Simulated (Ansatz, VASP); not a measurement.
**SnTe3 in VASP and in Ansatz**

Contents of INCAR:

```
SYSTEM = SnTe3
PREC     = Accurate       ! precision mode
ENCUT    = 520            ! plane-wave cutoff, eV
EDIFF    = 1E-6           ! SCF threshold, eV
ISMEAR   = -1             ! smearing method
SIGMA    = 0.05           ! smearing width, eV
LREAL    = .FALSE.        ! projectors in reciprocal space
LASPH    = .TRUE.         ! aspherical terms in the spheres
NELM     = 100            ! most SCF steps
ALGO     = Normal         ! electronic algorithm
ISIF     = 2              ! what is computed and relaxed
LWAVE    = .FALSE.        ! write WAVECAR
LCHARG   = .FALSE.        ! write CHGCAR
GGA      = RE             ! functional
NBANDS   = 24             ! bands
```

Contents of KPOINTS:

```
regular mesh
0
G
  4 4 4
  0 0 0
```

File POSCAR:

```
SnTe3
1.0
    0.0000000000      3.8612190000      3.8612190000
    3.8612190000      0.0000000000      3.8612190000
    3.8612190000      3.8612190000      0.0000000000
Sn Te
1 3
Direct
    0.0000000000      0.0000000000      0.0000000000
    0.2500000000      0.2500000000      0.2500000000
    0.7500000000      0.7500000000      0.7500000000
    0.5000000000      0.5000000000      0.5000000000
```

Input for Ansatz:

```yaml
crystal:
  lattice:
    - [0.0, 3.861219, 3.861219]
    - [3.861219, 0.0, 3.861219]
    - [3.861219, 3.861219, 0.0]
  atoms:
    - { symbol: Sn, position: [0.0, 0.0, 0.0] }
    - { symbol: Te, position: [0.25, 0.25, 0.25] }
    - { symbol: Te, position: [0.75, 0.75, 0.75] }
    - { symbol: Te, position: [0.5, 0.5, 0.5] }
basis:
  ecutwfc: 550.0
kpoints:
  mp_grid:
    grid: [4, 4, 4]
hamiltonian:
  xc: revpbe
  pseudopotentials:
    kind: paw
    azcp:
      folder: soft_1
scf:
  occupations:
    method: fermi_dirac
    width: 0.05
output:
  forces: true
  stress: true
```

The cell comes from a database or a generator and needn't be the stable form of this composition.

Alike in both runs: task single point; functional revPBE; k mesh 4 × 4 × 4; occupations fermi-dirac, width 0.05 eV; no spin polarisation.

```csv
,VASP,Ansatz
version,VASP 6.6.1,Ansatz 0.2.0
potentials or method,"VASP PAW PBE potentials, release 64 (Sn_d, Te)","plane waves, PAW"
plane-wave cutoff (eV),520,550
valence electrons in the cell,32,62
```

```csv
,VASP,Ansatz,Ansatz less VASP
pressure (GPa),1.3,1.4,+0.09
```

The two sets of potentials don't hold the same shells in valence.

Caveats: the PAW data sets were made with another functional, which shifts forces and pressure a little (VASP). The runs have no spin-orbit coupling, so splittings on Te are missing.
